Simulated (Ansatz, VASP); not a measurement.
Ta2C3 in VASP and in Ansatz

```
CELL_PARAMETERS angstrom
3.02506 0.00000 0.00000
-1.51253 2.61978 0.00000
0.00000 0.00000 6.44142
ATOMIC_POSITIONS crystal
Ta 0.33333 0.66667 0.20835
Ta 0.66667 0.33333 0.79165
C 0.00000 0.00000 0.00000
C 0.33333 0.66667 0.54533
C 0.66667 0.33333 0.45467
```

Alike in both runs: task single point; functional PBE; k mesh 12 × 12 × 4; occupations gaussian, width 0.1 eV; no spin polarisation.

|  | VASP | Ansatz |
| --- | --- | --- |
| version | VASP 6.6.1 | Ansatz 0.2.0 |
| potentials or method | VASP PAW PBE potentials, release 64 (Ta_pv, C) | scalar-relativistic, plane waves, PAW |
| plane-wave cutoff (eV) | 520 | 420 |
| valence electrons in the cell | 34 | 38 |

|  | VASP | Ansatz | Ansatz less VASP |
| --- | --- | --- | --- |
| gap on the k mesh at the Fermi level (eV) | none | none | - |
| pressure (GPa) | 0.7 | 0.0 | -0.72 |
| largest component of the traceless stress (GPa) | 0.17 | 0.13 | -0.042 |
| rms of the force components (eV/Å) | 0.009 | 0.008 | -0.0009 |

Atom by atom the forces differ by 0.004 eV/Å (rms over components). A gap of «none» marks a metal or a gap that the smearing closes. The two sets of potentials don't hold the same shells in valence.

The runs have no spin-orbit coupling, so splittings on Ta are missing.
